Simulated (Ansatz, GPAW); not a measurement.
This is a calculation of Ti for Ansatz 0.2.0. This isn't the form of Ti at room conditions, which is hcp.

The input input.yaml:

```yaml
crystal:
  lattice:
    - [2.87085353, 0.0, 0.0]
    - [1.435426765, 2.4862320875, 0.0]
    - [1.435426765, 0.8287440292, 2.3440420916]
  atoms:
    - { symbol: Ti, position: [0.0, 0.0, 0.0] }
hamiltonian:
  xc: pbesol
  pseudopotentials: { kind: paw }
kpoints:
  mp_grid: { grid: [11, 11, 11] }
scf:
  occupations: { method: gaussian, width: 0.02 }
output:
  forces: true
  stress: true
  eigenvalues: true
  write_density: true
  write_potential: true
  elf: true
  volumetric_format: npy
```

Potentials or basis: Ansatz PAW.

The run is started by

```bash
$ ansatz run input.yaml --threads 1 --pin off --max-ram 3584MiB --backend cpu --events-out ev --progress --plain --runs-dir out
```

Question: Translate it to GPAW 26.7.0 (ASE script). Potentials or basis there: PAW data sets generated for this functional, cutoff 600 eV.

Answer: As run (cutoffs and basis follow the program's own potentials, and thresholds, step limits or extra output files can differ):

The input run.py:

```python
from ase.dft.bandgap import bandgap
from ase.io import read, write
from ase.units import GPa
from gpaw import GPAW, PW, setup_paths

setup_paths.insert(0, '.')

atoms = read('POSCAR')

calc = GPAW(mode=PW(600),
            xc='PBEsol',
            kpts={'size': (11, 11, 11), 'gamma': True},
            occupations={'name': 'methfessel-paxton', 'order': 0, 'width': 0.02},
            nbands=14,
            convergence={'density': 1e-05, 'energy': 1e-05},
            maxiter=150,
            txt='gpaw.txt')
atoms.calc = calc
energy = atoms.get_potential_energy()
forces = atoms.get_forces()
stress = atoms.get_stress()
calc.write('gs.gpw')
write('result.traj', atoms)
print(f'Energy: {energy:.6f} eV')
print('Forces (eV/A):')
print(forces.round(4))
print('Stress (GPa):', (stress / GPa).round(3))
print('Fermi level:', round(calc.get_fermi_level(), 4), 'eV')
print(f'Gap: {bandgap(calc)[0]:.4f} eV, direct: {bandgap(calc, direct=True)[0]:.4f} eV')
```

File POSCAR:

```
Ti
1.0
    2.8708535300      0.0000000000      0.0000000000
    1.4354267650      2.4862320875      0.0000000000
    1.4354267650      0.8287440292      2.3440420916
Ti
1
Direct
    0.0000000000      0.0000000000      0.0000000000
```

Potentials or basis: PAW data sets generated in the run's folder for this functional, pw.

Launch:

```console
$ gpaw-setup -f PBEsol Ti
$ OMP_NUM_THREADS=1 python run.py
```

Both were run:

|  | Ansatz | GPAW |
| --- | --- | --- |
| Pressure | -0.9 GPa | -1.3 GPa |

Ansatz's pressure holds a Pulay term of +0.01 GPa for its cutoff of 420 eV, which the other run lacks.

Ansatz's potentials were made for PBE.

Where Ansatz's input types no cutoff or centring, it takes its own default and a Γ-centred mesh.

Pressure is positive in compression.
